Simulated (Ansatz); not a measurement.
**Pressure against volume: SiNi**

```
Si Ni
1.0
     3.02662    0.00000    0.00000
     0.00000    3.27350    0.00000
     0.00000    0.00000    4.69776
Si Ni
2 2
Cartesian
  1.5133 1.6367 3.9569
  0.0000 0.0000 0.7408
  1.5133 1.6367 1.6171
  0.0000 0.0000 3.0807
```

The cell comes from COD entry 2300377, which wasn't checked; take it as a given geometry.

All numbers are computed: DFT, LDA, all-electron LAPW, scalar-relativistic (Ansatz 0.2.0); DFT, LDA, PAW with Ansatz's default frozen-core files, scalar-relativistic (Ansatz 0.2.0).

For LAPW: a Γ-centred 11×10×7 k mesh, Fermi–Dirac smearing of 0.05 eV, basis error target 1 meV/atom, spin-polarised from start moments Ni3 1.5, Ni4 1.5 μB (the moments died away, and the run ended non-magnetic). PAW takes a cutoff of 420 eV at this cell (files made with PBE, cores remade for this functional). The Ansatz runs share mesh, smearing and spin set-up. Plane-wave (PAW) pressures include the program's estimate of the Pulay term.

The cell above is scaled evenly, with fractional coordinates and shape held.

```tsv
V/V(cell)	V (Å³/atom)	P, LAPW (GPa)	P, PAW (GPa)	free energy over the lowest listed, PAW (meV/atom)
0.9400	10.938	1.99	2.05	0.0
0.9600	11.170	-2.47	-2.42	0.3
0.9800	11.403	-6.43	-6.39	6.8
0.9900	11.520	-8.24	-8.20	12.1
1.0000	11.636	-9.95	-9.91	18.7
1.0100	11.752	-11.56	-11.53	26.5
1.0200	11.869	-13.08	-13.05	35.4
1.0400	12.101	-15.86	-15.83	56.4
1.0600	12.334	-18.31	-18.29	81.2
```

Q: What do Birch–Murnaghan fits to the pressures give?

A: LAPW: V0 = 11.04 Å³/atom, B0 = 213 GPa, B0′ = 4.6; PAW: V0 = 11.04 Å³/atom, B0 = 213 GPa, B0′ = 4.6.

PAW's V0 lies 0.03 % from the all-electron value and its B0 0.1 %. With shape and internal coordinates held, B0 is an upper bound to the relaxed modulus.
